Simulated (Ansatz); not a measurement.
# K in Ansatz: convergence with ecutrho ratio

Input of the first run (ecutrho ratio 4); the others differ in this setting and in those tied to it:

File input.yaml:

```yaml
crystal:
  lattice:
    - [-2.6975585167, 2.6975585167, 2.6975585167]
    - [2.6975585167, -2.6975585167, 2.6975585167]
    - [2.6975585167, 2.6975585167, -2.6975585167]
  atoms:
    - { symbol: K, position: [0.0, 0.0, 0.0] }
hamiltonian:
  xc: r2scan
  pseudopotentials: { kind: paw, source: jth }
kpoints:
  mp_grid: { grid: [6, 6, 6] }
scf:
  occupations: { method: fermi_dirac, width: 0.05 }
output:
  forces: true
  stress: true
  eigenvalues: true
basis:
  ecutrho_ratio: 4
```

Potentials or basis: JTH PAW.

Command:

```console
$ ansatz run input.yaml --threads 2 --pin off --max-ram 5632MiB --backend cpu --events-out ev --progress --plain --runs-dir out
```

Hardware: 2 threads of Intel(R) Xeon(R) Processor @ 2.50GHz (Skylake/Cascade Lake), with other jobs on the host.

| ecutrho ratio | energy less the tightest run, at zero smearing (meV/atom) | SCF cycles | CPU time (s) | peak memory (GiB) |
| --- | --- | --- | --- | --- |
| 4 | 0.00 | 7 | 8.4 | 0.7 |
| 5 | 0.00 | 7 | 8.7 | 0.7 |
| 6 | 0.00 | 7 | 11 | 0.86 |
| 8 | 0.00 | 7 | 15 | 1.3 |
| 10 | 0.00 | 7 | 18 | 1.5 |
| 12 | 0.00 | 7 | 24 | 2 |

Against the tightest run, the energy stays within 1 meV/atom from 4 on. The tightest run that finished is the yardstick and may itself not be fully converged.
